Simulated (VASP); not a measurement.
Input of a VASP 6.6.1 run:

File INCAR:

```
PREC     = Accurate       # precision mode
ENCUT    = 520            # plane-wave cutoff, eV
EDIFF    = 1E-6           # SCF threshold, eV
ISMEAR   = 0              # smearing method
SIGMA    = 0.03           # smearing width, eV
LREAL    = False          # projectors in reciprocal space
LASPH    = True           # aspherical terms in the spheres
NELM     = 80             # most SCF steps
ALGO     = Normal         # electronic algorithm
ISIF     = 2              # what is computed and relaxed
LWAVE    = False          # write WAVECAR
LCHARG   = False          # write CHGCAR
GGA      = PE             # functional
LOPTICS  = True           # frequency-dependent dielectric function
NBANDS   = 46             # bands
NEDOS    = 2000           # points of the DOS
CSHIFT   = 0.1          
KPAR     = 2
```

The input KPOINTS:

```
Automatic mesh
0
Gamma
  6 6 6
```

The input POSCAR:

```
CsPbCl3                                 
1.0
    5.6185701126      0.0000000000      0.0000000000
    0.0000000000      5.6185701126     -0.0000000000
    0.0000000000      0.0000000000      5.6185701126
  Cs              Pb              Cl            
     1     1     3
Direct
     0.0000000000000000    0.0000000000000000    0.0000000000000000
     0.5000000000000000    0.5000000000000000    0.5000000000000000
     0.5000000000000000    0.5000000000000000    0.0000000000000000
     0.0000000000000000    0.5000000000000000    0.5000000000000000
     0.5000000000000000    0.0000000000000000    0.5000000000000000
```

Potentials or basis: VASP PAW PBE potentials, release 64 (Cs_sv, Pb_d, Cl).

The run is started by

```console
$ cat potpaw_PBE.64/Cs_sv/POTCAR potpaw_PBE.64/Pb_d/POTCAR potpaw_PBE.64/Cl/POTCAR > POTCAR
$ mpirun -np 2 vasp_std > vasp.out
```

Problem. Predict the band gap on the k mesh.

Solution. 1.97 eV, direct.

Problem. What does it give for the pressure?

Solution. 1.5 GPa.

Dielectric function (mean over the directions given):
| energy (eV) | real part | imaginary part |
| --- | --- | --- |
| 0.25 | 4.25 | 0.01 |
| 1.27 | 4.57 | 0.07 |
| 2.29 | 5.62 | 0.61 |
| 3.30 | 4.17 | 2.20 |
| 4.41 | 3.37 | 3.41 |
| 5.42 | 2.41 | 2.63 |
| 6.44 | 1.94 | 2.19 |
| 7.46 | 2.00 | 1.74 |
| 8.56 | 0.78 | 2.55 |
| 9.58 | 1.30 | 1.58 |
| 10.59 | 1.87 | 2.21 |
| 11.61 | 0.69 | 2.09 |
| 12.71 | 0.91 | 2.46 |
| 13.73 | 0.64 | 2.72 |
| 14.74 | -1.64 | 2.22 |
| 15.76 | -0.75 | 0.82 |
| 16.86 | -0.51 | 0.37 |
| 17.88 | -0.08 | 0.29 |
| 18.90 | 0.23 | 0.22 |
| 20.00 | 0.25 | 0.40 |

Caveat: independent-particle spectra lack excitons; spin-orbit coupling is left out, which as a rule narrows the gap of such compounds by several tenths of an eV. Expect the measured gap to be larger: semilocal functionals such as PBE lack the derivative discontinuity.
